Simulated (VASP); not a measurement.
A run of VASP 6.6.1 is set up as follows.

File INCAR:

```
SYSTEM = Li
PREC = Accurate
ENCUT = 600
EDIFF = 1E-6
ISMEAR = 0
SIGMA = 0.1
LREAL = .False.
LASPH = .True.
NELM = 80
ALGO = Normal
ISIF = 3
LWAVE = .False.
LCHARG = .False.
GGA = PE
IVDW = 12
IBRION = 2
NSW = 100
EDIFFG = -0.005
```

File KPOINTS:

```
regular mesh
0
Gamma
  18 18 18
  0 0 0
```

Contents of POSCAR:

```
Li
1.0
   -1.6627443004      1.6627443004      1.6627443004
    1.6627443004     -1.6627443004      1.6627443004
    1.6627443004      1.6627443004     -1.6627443004
Li
1
Direct
    0.0000000000      0.0000000000      0.0000000000
```

Potentials or basis: VASP PAW PBE potentials, release 64 (Li_sv).

The run is started by

```bash
$ cat potpaw_PBE.64/Li_sv/POTCAR > POTCAR
$ mpirun -np 1 vasp_std > vasp.out
```

Problem. Estimate the relaxed cell.

Solution. a = 2.870 Å, b = 2.870 Å, c = 2.870 Å, α = 109.47°, β = 109.47°, γ = 109.47°.

Problem. What does it give for the band gap on the k mesh?

Solution. None (metal or under the smearing width).

Step by step:
| step | energy change (eV) | largest force (eV/Å) | pressure (GPa) | volume (Å³) |
| --- | --- | --- | --- | --- |
| 1 | 0.0000 | 0.0000 | -0.18 | 18.39 |
| 2 | -0.0001 | 0.0000 | -0.13 | 18.33 |
| 3 | -0.0001 | 0.0000 | -0.03 | 18.20 |

Caveat: the cutoff is under 1.25 times the usual one of these potentials, so pressure, stress and relaxed cells hold a basis-set (Pulay) error; pairwise dispersion overbinds metals, which lowers pressure and volume.
